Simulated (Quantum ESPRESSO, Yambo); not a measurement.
# Quasiparticle gap of P (puckered monolayer) in Yambo, part 2 of 2

Wanted: ground state, empty states, screening and self-energy for P (puckered monolayer).

Quantum ESPRESSO 7.5 and Yambo 5.3.0; PBE and many-body steps on it, plane waves. Known limits of the many-body steps: not at the basis limit.

So far. Step 3 (Bands along the symmetry lines): The gap is 0.908 eV, as in the run before at this level. Step 4 (Empty states on the mesh, 4×6×1 mesh, 70 bands): On this mesh the gap is 0.908 eV.

### 5. Conversion and set-up

This step: Yambo 5.3.0; conversion and set-up on PBE, plane waves, norm-conserving pseudopotentials.

The states are converted to the many-body program's format and the q mesh is built.

Launch:

```
$ (cd o/x.save; p2y > p2y.log; mv SAVE ../..); yambo > setup.log
```

The program printed:

```text
 Yambo, version 5.3.0

 [02] CORE Variables Setup
 =========================

  [02.01] Unit cells
  ==================

  Cell kind             :  Unknown
  Atoms in the cell     :  P
  number of P  atoms    :   4

  List of atomic masses
  Mass of P     :  30.97400

  List of atomic coordinates    : [cc]
  P1       :   0.77621   0.00000  15.21932  order 1
  P2       :   3.59583   3.12216  15.21932  order 2
  P3       :   5.14824   3.12216  11.23685  order 3
  P4       :   7.96786   0.00000  11.23685  order 4

  Alat factors          :   8.74407   6.24432  26.45617 [a.u.]
  Direct lattice volume :   1444.53    [a.u.]
  Direct lattice vectors:  A[ 1 ]  A[ 2 ]  A[ 3 ]
   A[ 1 ]:  1.000000  0.000000  0.000000  [iru]
   8.744065  0.000000  0.000000  [cc]
   A[ 2 ]:  0.000000  1.000000  0.000000  [iru]
   0.000000  6.244319  0.000000  [cc]
   A[ 3 ]:  0.000000  0.000000  1.000000  [iru]
    0.00000   0.00000  26.45617  [cc]

  Recip. lattice volume :  0.171717 [a.u.]
  Recip. lattice vectors:  B[ 1 ]  B[ 2 ]  B[ 3 ]
   B[ 1 ]:  1.000000  0.000000  0.000000  [iku]
   0.718566  0.000000  0.000000  [cc]
   B[ 2 ]:  0.000000  1.000000  0.000000  [iku]
   0.000000  1.006224  0.000000  [cc]
   B[ 3 ]:  0.000000  0.000000  1.000000  [iku]
   0.000000  0.000000  0.237494  [cc]

  [02.02] Symmetries
  ==================

  Inversion symmetry    : yes
  Spatial inversion     : yes
  Inversion index       :  3
  K-space Time-reversal : no
  Magnetic symmetries   : no
  Group table correct   : yes
  Symmetries units      :  [cc]

   [S 1]:  1.000000  0.000000  0.000000  0.000000  1.000000  0.000000  0.000000  0.000000  1.000000
   [S 2]: -1.000000  0.000000  0.000000  0.000000  1.000000  0.000000  0.000000  0.000000 -1.000000
   [S 3]: -1.000000  0.000000  0.000000  0.000000 -1.000000  0.000000  0.000000  0.000000 -1.000000
   [S 4]:  1.000000  0.000000  0.000000  0.000000 -1.000000  0.000000  0.000000  0.000000  1.000000

  [02.03] Reciprocal space
  ========================

  nG shells         :   5854
  nG charge         :   42135
  nG WFs            :   6937
  nC WFs            :   5320
  G-vecs. in first 80 shells:  [ Number ]
    1   3   5   7   9  13  17  19  21
    25   29   33   35   39   43   47   55   63
    67   71   73   81   83   87   91   95  103
[...]
331   339   347   355   363   367   371   379
  ...
  Shell energy in first 80 shells:  [ mHa ]
[...]
2311.34      2323.52      2351.72      2395.95      2414.56      2436.32      2476.20      2536.96      2542.51
    2554.18      2569.32      2577.33      2730.02      2734.37      2774.74      2790.58      2820.17      2829.76
    2837.58      2857.96      2920.80      2942.57      2988.19      3028.56      3040.24      3048.75
  ...

  [02.04] K-grid lattice
  ======================

  Compatible Grid is   : 2D
  Base K vectors       :  K_min[ 1 ]  K_min[ 2 ]  K_min[ 3 ]
[...]
WF components:   5280
  K [ 3]         [rlu]:  0.000000  0.333333  0.000000
         WF components:   5286
[...]
K [ 8]         [rlu]:  0.250000 -0.500000  0.000000
[...]
K [ 9]         [rlu]: -0.500000  0.000000  0.000000
[...]
K [10]         [rlu]: -0.500000  0.166667  0.000000
[...]
K [11]         [rlu]: -0.500000  0.333333  0.000000
         WF components:   5278
  K [12]         [rlu]: -0.500000 -0.500000  0.000000
         WF components:   5268

  [02.05] Energies & Occupations
  ==============================

  [X] === General ===
  [X] Electronic Temperature                        :  0.000000  0.000000 [eV K]
  [X] Bosonic    Temperature                        :  0.000000  0.000000 [eV K]
  [X] Finite Temperature mode                       : no
  [X] El. density                                   :  0.93433E+23 [cm-3]
  [X] Fermi Level                                   : -0.738122 [eV]

  [X] === Gaps and Widths ===
  [X] Conduction Band Min                           :  0.907577 [eV]
  [X] Valence Band Max                              :  0.000000 [eV]
  [X] Filled Bands                                  :  10
  [X] Empty Bands                                   :   11   70
  [X] Direct Gap                                    :  0.907577 [eV]
  [X] Direct Gap localized at k                     :  1
  [X] Indirect Gap                                  :  0.907577 [eV]
  [X] Indirect Gap between kpts                     :  1  1
  [X] Last valence band width                       :  1.926594 [eV]
  [X] 1st conduction band width                     :  1.893679 [eV]

  E @ K [ 1]:  [eV]
  -14.92202 -12.46547  -9.16657  -5.63256  -4.71094  -4.46390  -3.30183  -1.72536
[...]
occ @ K [ 1]
[...]
E @ K [ 2]:  [eV]
[...]
occ @ K [ 2]
[...]
E @ K [ 3]:  [eV]
[...]
occ @ K [ 3]
[...]
E @ K [ 8]:  [eV]
[...]
occ @ K [ 8]
[...]
E @ K [ 9]:  [eV]
[...]
occ @ K [ 9]
[...]
E @ K [10]:  [eV]
[...]
occ @ K [10]
[...]
E @ K [11]:  [eV]
[...]
occ @ K [11]
[...]
E @ K [12]:  [eV]
[...]
occ @ K [12]
[...]
2.000000  2.000000  0.000000  0.000000  0.000000  0.000000  0.000000  0.000000
   0.000000  0.000000  0.000000  0.000000  0.000000  0.000000  0.000000  0.000000

 [03] Transferred momenta grid and indexing
 ==========================================

 IBZ Q-points                                      :  12
 BZ  Q-points                                      :  24

 K/Q-points units:
 rlu = crystal or reduced units; cc = cartesian coordinates; iku = interal k-units

 Q [ 1]         [rlu]:  0.000000  0.000000  0.000000
 Q [ 2]         [rlu]:  0.000000  0.166667  0.000000
 Q [ 3]         [rlu]:  0.000000  0.333333  0.000000
[...]
Q [ 8]         [rlu]:  0.250000 -0.500000  0.000000
 Q [ 9]         [rlu]: -0.500000  0.000000  0.000000
 Q [10]         [rlu]: -0.500000  0.166667  0.000000
 Q [11]         [rlu]: -0.500000  0.333333  0.000000
 Q [12]         [rlu]: -0.500000 -0.500000  0.000000

  [03.01] X indexes
  =================

   [03.01.01] Sigma indexes
   ========================

 [06] Game Over & Game summary
```

Elapsed: 4.6 s, on 1 MPI rank of Arm Neoverse V1, shared host; peak memory 0.24 GiB.

### 6. Screening and self-energy, 4×6×1 mesh, 70 bands, screening to 88.4 eV

G0W0 replaces the xc potential by the self-energy, built once from these orbitals. Only a window of levels is corrected, while the sums run over the empty bands that the input names.

This step: G0W0 on PBE, plane waves, norm-conserving pseudopotentials.

gw1.in

```
HF_and_locXC
gw0
dyson
ppa
em1d
rim_cut
rim_w
RandQpts= 3000000
RandGvec= 100 RL
CUTGeo= "slab z"
RandGvecW= 9 RL
EXXRLvcs= 36 Ry
VXCRLvcs= 144 Ry
Chimod= "HARTREE"
% BndsRnXp
 1 | 70 |
%
NGsBlkXp= 6.5 Ry
% LongDrXp
 1 | 1 | 0 |
%
% GbndRnge
 1 | 70 |
%
DysSolver= "n"
ExtendOut
PPAPntXp= 27.21138 eV
% QPkrange
 1 | 1 | 9 | 12 |
%
```

Launch:

```
$ OMP_NUM_THREADS=2 mpirun -n 4 yambo -F gw1.in -J gw1 -C gw1 > gw1.log
```

The program printed:

```text
 Yambo, version 5.3.0

 [02] CORE Variables Setup
 =========================

  [... cell, symmetries and grids as in the set-up ...]

  [02.05] Energies & Occupations
  ==============================

  [X] === General ===
  [X] Electronic Temperature                        :  0.000000  0.000000 [eV K]
  [X] Bosonic    Temperature                        :  0.000000  0.000000 [eV K]
  [X] Finite Temperature mode                       : no
  [X] El. density                                   :  0.93433E+23 [cm-3]
  [X] Fermi Level                                   : -0.738122 [eV]

  [X] === Gaps and Widths ===
  [X] Conduction Band Min                           :  0.907577 [eV]
  [X] Valence Band Max                              :  0.000000 [eV]
  [X] Filled Bands                                  :  10
  [X] Empty Bands                                   :   11   70
  [X] Direct Gap                                    :  0.907577 [eV]
  [X] Direct Gap localized at k                     :  1
  [X] Indirect Gap                                  :  0.907577 [eV]
  [X] Indirect Gap between kpts                     :  1  1
  [X] Last valence band width                       :  1.926594 [eV]
  [X] 1st conduction band width                     :  1.893679 [eV]

 [03] Transferred momenta grid and indexing
 ==========================================

 IBZ Q-points                                      :  12
 BZ  Q-points                                      :  24

 K/Q-points units:
 rlu = crystal or reduced units; cc = cartesian coordinates; iku = interal k-units

 Q [ 1]         [rlu]:  0.000000  0.000000  0.000000
 Q [ 2]         [rlu]:  0.000000  0.166667  0.000000
 Q [ 3]         [rlu]:  0.000000  0.333333  0.000000
 Q [ 4]         [rlu]:  0.000000 -0.500000  0.000000
 Q [ 5]         [rlu]:  0.250000  0.000000  0.000000
 Q [ 6]         [rlu]:  0.250000  0.166667  0.000000
 Q [ 7]         [rlu]:  0.250000  0.333333  0.000000
 Q [ 8]         [rlu]:  0.250000 -0.500000  0.000000
 Q [ 9]         [rlu]: -0.500000  0.000000  0.000000
 Q [10]         [rlu]: -0.500000  0.166667  0.000000
 Q [11]         [rlu]: -0.500000  0.333333  0.000000
 Q [12]         [rlu]: -0.500000 -0.500000  0.000000

 [04] Coloumb potential Random Integration (RIM)
 ===============================================

 Performing RIM of v_slab

  [04.01] RIM initialization
  ==========================

  * Diagonal components only detected *

  8 x (sBL volume)        :  0.057239 [a.u.]
  sBZ random points       :  3000000
  Points outside the sBZ  :  24001885
  RL volume               :  0.171717 [a.u.]
  Integrated volume       :  0.171704 [a.u.]

  [04.02] RIM integrals
  =====================

  Gamma point sphere radius             :  0.043794 [a.u.]
  Points outside the sphere             :  2398561
  [Int_sBZ(q=0) 1/q^2]*(Vol_sBZ)^(-1/3) =:  7.478278
                                 should be <:  7.795600

  Summary of Coulomb integrals for non-metallic bands |Q|[au] RIM/Bare

  Q [1] 0.100000E-4 0.959295 * Q [2] 0.167704 0.969706
  Q [5] 0.179641 1.015017 * Q [6] 0.245755 1.037514
  Q [3] 0.335408 1.021483 * Q [9] 0.359283 1.032099
  Q [7] 0.380486 1.024586 * Q [10] 0.396496 1.028720
  Q [11] 0.491511 1.019802 * Q [4] 0.503112 1.015568
  Q [8] 0.534222 1.015050 * Q [12] 0.618228 1.012660
  Non-periodic chartesian directions : none
  Optical renormalization            :  26.45617 [au]
  Polarizability dimension           : length

 [05] Coloumb potential CutOffslab
 =================================

 Cut directionsZ
 Slab Cutoff:Z
 Symmetry test passed : yes

 [06] Dipoles
 ============

  [06.01] Setup: observables and procedures
  =========================================

  [WARNING] [x,Vnl] slows the Dipoles computation. To neglect it rename the ns.kb_pp file

 [07] Dynamic Dielectric Matrix (PPA)
 ====================================

 [WR./gw1//ndb.pp]---------------------------------------------------------------
  Brillouin Zone Q/K grids (IBZ/BZ)                :  12  24  12  24
  RL vectors                                       :   6937 [WF]
  Coulomb cutoff potential                         : slab z
  Electronic Temperature                           :  0.000000 [K]
  Bosonic    Temperature                           :  0.000000 [K]
  PPA    diel. fun.  energies                      : Perdew, Burke & Ernzerhof(X)+Perdew, Burke & Ernzerhof(C)
  wavefunctions                                    : Perdew, Burke & Ernzerhof(X)+Perdew, Burke & Ernzerhof(C)
  Global Gauge                                     : length
  X matrix size                                    :   367
  X band range                                     :    1   70
  X e/h energy range                               : -1.000000 -1.000000 [eV]
  X Time ordering                                  : R
  X Hxc Kernel                                     : HARTREE
  X Drude frequency                                :  0.000000  0.000000
  X poles                                          :  100.0000 [o/o]
  RL vectors in the sum                            :   6937
  [r,Vnl] included                                 : yes
  Field direction                                  :  0.707107E-5  0.707107E-5   0.00000
  BZ energy Double Grid                            : no
  BZ energy DbGd points                            : 0
  BZ Q point size factor                           : -1.000000
  X Optical Averaged directions                    : none

 [08] Local Exchange-Correlation + Non-Local Fock
 ================================================

 [VXC] Plane waves :   42135
 [EXS] Plane waves :   5277

 QP @ state[ 1 ] K range:  1  1
 QP @ state[ 1 ] b range:   9  12

 [xc] Functional : Perdew, Burke & Ernzerhof(X)+Perdew, Burke & Ernzerhof(C)
 [xc] LIBXC used to calculate xc functional
  PP Number of Atomic Species                      :  1
  NLCC RL compoments                               :   42135
  PP Number of Atomic Species                      :  1
  NLCC RL compoments                               :   42135

 [xc] E_xc :  -6.689250 [Ha]
      E_xc :  -13.37850 [Ry]

  Local XC kind (lXC) : Perdew, Burke & Ernzerhof(X)+Perdew, Burke & Ernzerhof(C)
  Non-Local XC kind (nlXC) : Hartree-Fock

  Corrections @ K [1] :  [eV]
 <9|nlXC|9> = -13.05127 -0.13568E-17 <9|lXC|9> = -10.56730  0.37763E-15
 <10|nlXC|10> = -13.27485  0.75501E-17 <10|lXC|10> = -11.64904 -0.47204E-16
 <11|nlXC|11> = -6.378751 -0.57093E-17 <11|lXC|11> = -9.946346  0.18882E-15
 <12|nlXC|12> = -6.527862 -0.29905E-17 <12|lXC|12> = -10.94060 -0.94408E-16

 [09] Dyson equation: Newton solver
 ==================================

  [09.01] RIM-W interpolation
  ===========================

  [WARNING] RIM-W works only for 2D semiconductors with slab cutoff
  Found compatible q grid: 2D
  q_min[ 1 ]:  0.250000  0.000000  0.000000 [rlu]
   0.250000  0.000000  0.000000 [iku]
  q_min[ 2 ]:  0.000000  0.166667  0.000000 [rlu]
   0.000000  0.166667  0.000000 [iku]
  G-vectors :   9
  G-vectors loaded:   83
  Number of interpolated frequencies:  2

  Evaluating coefficients q = 0
  Evaluating coefficients q = 0

  [09.02] RIM-W integrals
  =======================

  8 x (sBL volume)        :  0.057239 [a.u.]
  sBZ random points       :  3000000
  Points outside the sBZ  :  24001885
  RL volume               :  0.171717 [a.u.]
  Integrated volume       :  0.171704 [a.u.]

  [09.03] RIM integrals
  =====================

  Comparison between head Wc = W - v averages: < Wc > [au] RIM-W/RIM

   < -Wc [Q = 1] > 0.424956E-1 0.636407E-4 * < -Wc [Q = 2] > 0.006931 0.006793
   < -Wc [Q = 3] > 0.001381 0.001360 * < -Wc [Q = 4] > 0.483753E-3 0.479545E-3
   < -Wc [Q = 5] > 0.006335 0.006158 * < -Wc [Q = 6] > 0.003085 0.002938
   < -Wc [Q = 7] > 0.987394E-3 0.964924E-3 * < -Wc [Q = 8] > 0.402173E-3 0.397759E-3
   < -Wc [Q = 9] > 0.001188 0.001164 * < -Wc [Q = 10] > 0.907065E-3 0.888144E-3
   < -Wc [Q = 11] > 0.492200E-3 0.482481E-3 * < -Wc [Q = 12] > 0.257186E-3 0.253282E-3

  Comparison between head Wc = W - v averages: < Wc > [au] RIM-W/RIM

   < -Wc [G = 1,G`=0] > 0.424956E-1 0.636407E-4 * < -Wc [G = 2,G`=0] >-0.001641 0.000000
   < -Wc [G = 3,G`=0] >-0.001641 0.000000 * < -Wc [G = 4,G`=0] > 0.127604E-4  0.00000
   < -Wc [G = 5,G`=0] > 0.127604E-4  0.00000 * < -Wc [G = 6,G`=0] > 0.113487E-3  0.00000
   < -Wc [G = 7,G`=0] > 0.113487E-3  0.00000 * < -Wc [G = 8,G`=0] > 0.49411E-09  0.0000
   < -Wc [G = 9,G`=0] > 0.49501E-09  0.0000

 [10] G0W0 (W PPA)
 =================

 [  GW  ] Bands range     :    1   70
 [GW/PPA] G damping       :  0.100000 [eV]

 QP @ state[ 1 ] K range:  1  1
 QP @ state[ 1 ] b range:   9  12

  Sc/G bands                                       :    1   70
  Sc/G damping                                     :  0.100000 ev
  Sc bands terminator                              : no
  Sx RL components                                 :   5277

  QP @ state[ 1 ] K range                          :  1  1
  QP @ state[ 1 ] b range                          :   9  12
  GF energies kind                                 : Perdew, Burke & Ernzerhof(X)+Perdew, Burke & Ernzerhof(C)
  GF WF`s kind                                     : Perdew, Burke & Ernzerhof(X)+Perdew, Burke & Ernzerhof(C)
  Xs energies kind                                 : Perdew, Burke & Ernzerhof(X)+Perdew, Burke & Ernzerhof(C)
  Xs WF`s kind                                     : Perdew, Burke & Ernzerhof(X)+Perdew, Burke & Ernzerhof(C)

 [14] Game Over & Game summary
```

The job ended after 2.9 min (4 MPI ranks; peak memory 2.1 GiB).

This step gave:

- G0W0 gap on the points computed: 1.954 eV
- starting gap on the mesh: 0.9076 eV
- k of the valence top: 0, 0, 0
- k of the conduction bottom: 0, 0, 0
- least direct G0W0 gap on the computed points: 1.954 eV
- Z at the valence top: 0.7214
- Z at the conduction bottom: 0.7298

The gap on the mesh goes from 0.91 eV to 1.95 eV, a correction of +1.05 eV.

Limits: finite bands, cutoff and mesh. v1 is the top filled band, c1 the lowest empty one. The levels before and after the correction (eV, zero at the valence-band top of each column):

|  | conduction bottom | valence top |
| --- | --- | --- |
| Kohn-Sham | 0.91 | 0.00 |
| G0W0 | 1.95 | 0.00 |

|  | level | energy (eV) |
| --- | --- | --- |
| Kohn-Sham | Γ v2 | -1.638 |
| Kohn-Sham | Γ v1 | 0.000 |
| Kohn-Sham | Γ c1 | 0.908 |
| Kohn-Sham | Γ c2 | 1.643 |
| G0W0 | Γ v2 | -1.865 |
| G0W0 | Γ v1 | 0.000 |
| G0W0 | Γ c1 | 1.954 |
| G0W0 | Γ c2 | 2.920 |

### 7. Where the time went

Times are wall times on the hardware named with each run. The host was busy with other work, so they are no guide to cost.

| step | time | share | memory (GiB) |
| --- | --- | --- | --- |
| ground state | 83 s | 25 % | 0.58 |
| bands along the symmetry lines | 25 s | 7 % | 0.5 |
| empty states on the mesh | 43 s | 13 % | 0.49 |
| conversion and set-up | 4.6 s | 1 % | 0.24 |
| screening and self-energy | 2.9 min | 53 % | 2.1 |

### 8. Results

| Item | Value |
| --- | --- |
| PBE gap | 0.91 eV, direct |
| G0W0 gap on the mesh | 1.95 eV |
| GW settings | 4×6×1 mesh, 70 bands, screening to 88.4 eV, Godby-Needs plasmon pole |
| known limits | not at the basis limit |

**Reading.** G0W0 moves the gap on the mesh from 0.91 eV to 1.95 eV (+1.05 eV), with Z of 0.72 and 0.73 at the edges. Only 1 of the mesh's irreducible points was corrected, so a valley elsewhere could overtake. The dearest step here is «screening and self-energy». Against experiment, by G0W0@PBE: the gap of 1.95 eV lies −0.25 eV from the measured 2.2 eV (electronic, quoted 2018); the gap of 1.95 eV lies +0.95 eV from the measured 1 eV (transport, quoted 2015); the direct gap of 1.95 eV lies +0.28 eV from the measured 1.67 eV (exciton, 2017); the direct gap of 1.95 eV lies −0.04 eV from the measured 1.991 ± 0.036 eV (exciton, on SiO2/Si, 2016); the direct gap of 1.95 eV lies −0.15 eV from the measured 2.102 ± 0.015 eV (exciton, on Si, 2016). An exciton line or allowed optical edge lies below the quasiparticle gap by the binding energy; a forbidden edge can push the onset above it. The computed sheet is free-standing; a substrate or cover screens it further and lowers both gap and binding, while the exciton line moves little. The calculation has static nuclei and no excitons; a measured gap holds zero-point and thermal motion, which mostly lowers it. Bands and cutoff are finite, so the gap is not at the basis limit. The miss can reach some tenths of an eV and take either sign; the mesh is an error of its own. In the G0W0 run levels were corrected at 1 k point alone, so a gap called «on the mesh» is the least over those, and an edge elsewhere would be missed.

[Paths, hosts, dates, memory and timing lines, banners, echoed tables and standing remarks are left out of the program output.]

[Logs are printed without paths, hosts, clocks, repeated set-up lines and the standing remarks that a program may print on its own settings, such as how far it seeks lower states.]

[Runs of the session that timed out or met a known fault of the program may be left out.]

[Hosts, paths, dates, database ids (printed as entryN), source tags and the programs' standing remarks are cut or masked in the printed files.]
